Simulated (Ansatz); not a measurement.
AgCl (wurtzite) (it has left that coordination), relaxed with r2SCAN in Ansatz 0.2.0. The symmetry is P6_3/mmc (No. 194, hexagonal); conventional cell a = 4.520 Å, c = 5.722 Å, 25.31 Å³ an atom. Ag has 5 Cl at 2.61–2.86 Å; Cl has 5 Ag at 2.61–2.86 Å. The cell started from the wurtzite prototype, but the relaxation took it to the higher symmetry P6_3/mmc (No. 194), so the name no longer describes it.

The axes x, y and z are those of this cell:
```yaml
crystal:
  lattice:
    - [4.51974, 0.00000, 0.00000]
    - [-2.25987, 3.91421, 0.00000]
    - [0.00000, 0.00000, 5.72250]
  atoms:
    - { symbol: Ag, position: [0.33333, 0.66667, 0.93778] }
    - { symbol: Ag, position: [0.66667, 0.33333, 0.43778] }
    - { symbol: Cl, position: [0.33333, 0.66667, 0.43722] }
    - { symbol: Cl, position: [0.66667, 0.33333, 0.93722] }
```

Unstrained: The PBE gap is indirect, 1.364 eV (H to Γ), below the direct gap of 1.391 eV at Γ. With r2SCAN the valence top lies at H and the conduction bottom at Γ, 1.815 eV higher; the smallest vertical gap, at Γ, is 1.829 eV. Least and direct gap differ so little that the kind isn't settled. The HSE06 gap is indirect, 2.850 eV (H to Γ), below the direct gap of 2.871 eV at Γ. Meshes: PBE 6×6×4, r2SCAN 6×6×4, HSE06 6×6×4. Strains are changes of length per length. After each strain the atoms were relaxed again with r2SCAN within the symmetry that the strain leaves, so tilts or polar shifts that break it weren't tested; points keep the names that they have in the unstrained zone. (Calculated; spin-unpolarised; the phase may be known or hypothetical.)

(1) Apply biaxial -1.34 % in x and y, z held. How far does the gap move, against the unstrained cell?

(2) Apply isotropic +1.12 % on every length. How far does the gap move, against the unstrained cell?

Answers

(1) PBE: the gap goes from 1.364 to 1.349 eV (-0.015 eV); it turns from indirect (H → Γ) to direct (Γ); least and direct gap lie within 0.04 eV, so its kind isn't settled. r2SCAN: the gap goes from 1.815 to 1.780 eV (-0.035 eV); it turns from indirect (H → Γ) to direct (Γ); least and direct gap lie within 0.04 eV, so its kind isn't settled. HSE06: the gap goes from 2.850 to 2.817 eV (-0.033 eV); it turns from indirect (H → Γ) to direct (Γ); least and direct gap lie within 0.04 eV, so its kind isn't settled. The r2SCAN energy rises by 2.8 meV an atom.

(2) PBE: the gap goes from 1.364 to 1.382 eV (+0.018 eV). r2SCAN: the gap goes from 1.815 to 1.836 eV (+0.021 eV). HSE06: the gap goes from 2.850 to 2.875 eV (+0.025 eV). The r2SCAN energy rises by 3.4 meV an atom.

Spin-orbit coupling is left out.

The meshes of the hybrids are coarse, so their gaps aren't converged to the digits shown.
